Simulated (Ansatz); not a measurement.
**Co in Ansatz: the effect of functional**

The system is Co.

```xyz
1
Lattice="-1.4146 1.3929 1.3922 1.4430 -1.3751 1.4028 1.4113 1.3718 -1.3744" Properties=species:S:1:pos:R:3 pbc="T T T"
Co    0.0000    0.0000    0.0000
```

This isn't the form of Co at room conditions, which is hcp.

The cell isn't the ideal one: cell sheared at random, sigma 0.01, atoms nudged by 0.01 Å.

Alike in all runs:

- Program: Ansatz 0.2.0
- Task: projected density of states
- Potentials or basis: Ansatz PAW
- k mesh: 8 × 7 × 8
- Occupations: fermi-dirac, width 0.05 eV
- Spin: collinear spin, ferromagnetic start
- Starting moments: [2.0] μB

One run gave: pressure -7.5 GPa; moment 1.81 μB. Which functional did it use?
A. PBE0
B. r2SCAN0
C. HSE06
D. PBEsol
E. LDA

D.

| functional | cutoff | pressure (GPa) | moment (μB) |
| --- | --- | --- | --- |
| LDA | 420 eV (not typed: the program's choice for these potentials) | -15.8 | 1.76 |
| PBEsol | 420 eV (not typed: the program's choice for these potentials) | -7.5 | 1.81 |
| r2SCAN | 500 eV (not typed: the program's choice for these potentials) | -1.9 | 1.90 |
| HSE06 | 420 eV (not typed: the program's choice for these potentials) | 9.3 | 1.98 |
| PBE0 | 420 eV (not typed: the program's choice for these potentials) | 9.2 | 2.05 |
| r2SCAN0 | 500 eV (not typed: the program's choice for these potentials) | 10.3 | 2.14 |

Caveats: all runs use coarse meshes; the PAW data sets come from PBE, with cores solved anew for the run's functional, which leaves a small shift of forces and pressure; the density of states is complete only up to the lowest level of the last band computed; the magnetic or orbital state may not be the lowest (some runs); the thresholds are loose for stress (some runs).

Runs at the PBE level aren't shown here.
